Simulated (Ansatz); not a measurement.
## Stationary points along a deformation path in Ag

The calculation used Ansatz 0.2.0, DFT PBE, scalar-relativistic, plane waves, PAW. Settings: plane waves to 420 eV, k-mesh 24×24×12 (Γ-centred), Gaussian smearing 0.15 eV. No spin polarisation. Energies are free energies at this smearing, counted from the undisturbed cell; pressure is positive in compression.

The undisturbed cell (as given, not relaxed at this level; it stands at 0.3 GPa; this form isn't the usual structure):

```
CELL_PARAMETERS angstrom
2.93000 0.00000 0.00000
-1.46500 2.53745 0.00000
0.00000 0.00000 4.79000
ATOMIC_POSITIONS crystal
Ag 0.33333 0.66667 0.25000
Ag 0.66667 0.33333 0.75000
```

At fixed volume and fractional coordinates, lengths along (0.000, 0.000, 1.000) are scaled against those across it; ρ is that ratio over its starting value. V = 17.806 Å³/atom. Δσ is the stress along the axis less the mean stress across it (compression positive).

```
    ρ  ΔE (meV/atom)  Δσ (GPa) space group
0.800          138.4     14.31     P6_3/mmc
0.850           79.2     11.76     P6_3/mmc
0.920           24.4      6.83     P6_3/mmc
0.960            7.1      4.07     P6_3/mmc
1.000            0.0      0.45     P6_3/mmc
1.050            6.7     -4.22     P6_3/mmc
1.100           29.6     -9.05     P6_3/mmc
1.200          116.8    -18.37     P6_3/mmc
1.300          256.8    -29.01     P6_3/mmc
```

**Question.** How does the stress give the slope of the energy, and where is the energy stationary?

**Answer.** Along the path d ln(length) is 2/3 d ln ρ on the axis and −1/3 d ln ρ across it, so dE/d ln ρ = −(2/3) V Δσ: the energy falls with ρ where Δσ is positive. Δσ vanishes or changes sign between ρ = 1.000 and 1.050, a minimum (near 1.00 by linear interpolation). Pairs of stationary points between two samples would go unseen, and could change a minimum read from distant neighbours into a maximum.

**Question.** Integrate that slope from ρ = 1 to 0.850 by the trapezoid rule.

**Answer.** With V/N in Å³ and 1 eV/Å³ = 160.2 GPa the slopes at ρ = 1.000, 0.960, 0.920, 0.850 are -34, -302, -506, -871 meV/atom per unit of ln ρ. The steps add 6.8 + 17.2 + 54.5 = 78.6 meV/atom, against 79.2 from the energies; the trapezoid rule misses the curvature of the slope within each step.

In a metal these slopes depend on the k mesh and the smearing.

Cost: 9 runs of about 2.2 core-minutes in all, on Intel Xeon Platinum 8259CL (Skylake/Cascade Lake) (shared hosts).